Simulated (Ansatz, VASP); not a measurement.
# AlN in VASP and in Ansatz

INCAR

```
ALGO = Normal ; EDIFF = 1E-6
EDIFFG = -0.01 ; ENCUT = 600
GGA = PS ; IBRION = 2
ISIF = 3 ; ISMEAR = -1
IVDW = 13 ; LASPH = T
LCHARG = F ; LREAL = F
LWAVE = F ; NELM = 80
NSW = 60 ; PREC = Accurate
SIGMA = 0.05
```

The input KPOINTS:

```
k-points
0
Gamma
  10 10 6
```

Contents of POSCAR:

```
AlN
1.0
    3.1130000000      0.0000000000      0.0000000000
   -1.5565000000      2.6959370820      0.0000000000
    0.0000000000      0.0000000000      4.9810000000
Al N
2 2
Direct
    0.6666666667      0.3333333333      0.5000000000
    0.3333333333      0.6666666667      0.0000000000
    0.6666666667      0.3333333333      0.8800000000
    0.3333333333      0.6666666667      0.3800000000
```

input.yaml

```yaml
crystal:
  lattice:
    - [3.113, 0.0, 0.0]
    - [-1.5565, 2.695937082, 0.0]
    - [0.0, 0.0, 4.981]
  atoms:
    - { symbol: Al, position: [0.6666666667, 0.3333333333, 0.5] }
    - { symbol: Al, position: [0.3333333333, 0.6666666667, 0.0] }
    - { symbol: "N", position: [0.6666666667, 0.3333333333, 0.88] }
    - { symbol: "N", position: [0.3333333333, 0.6666666667, 0.38] }
hamiltonian:
  xc: pbesol
  pseudopotentials: { kind: paw }
  dispersion: d4
kpoints:
  mp_grid: { grid: [10, 10, 6] }
scf:
  occupations: { method: fermi_dirac, width: 0.05 }
output:
  forces: true
  stress: true
  eigenvalues: true
  write_density: true
  write_potential: true
  elf: true
  volumetric_format: npy
relax:
  f_tol: 0.01
  max_steps: 40
  cell: { stress_tol: 0.05 }
```

Alike in both runs: task relaxation of cell and atoms; functional PBEsol; dispersion D4; k mesh 10 × 10 × 6; occupations fermi-dirac, width 0.05 eV; no spin polarisation.

```csv
,VASP,Ansatz
version,VASP 6.6.1,Ansatz 0.2.0
potentials or method,"VASP PAW PBE potentials, release 64 (Al, N)",Ansatz PAW
plane-wave cutoff (eV),600,420
valence electrons in the cell,16,16
```

```tsv
	VASP	Ansatz	Ansatz less VASP
gap on the k mesh at the Fermi level, each at its own relaxed structure (eV)	4.23	4.20	-0.028
relaxed volume (Å³/atom)	10.31	10.33	+0.012
relaxed cell length with the largest relative difference (Å)	4.956	4.959	+0.0023
energy change over the relaxation (meV/atom)	-1	-1	+0.1
```

Caveats: the PAW data sets were made with another functional, which shifts forces and pressure a little (VASP); the plane-wave basis is chosen anew once the cell has moved, so the energies of steps on either side of that aren't comparable (Ansatz); the pressure holds a Pulay correction of +0.5 GPa for the finite cutoff (Ansatz); the PAW data sets come from PBE, with cores solved anew for the run's functional, which leaves a small shift of forces and pressure (Ansatz). A k mesh can miss the band edges.
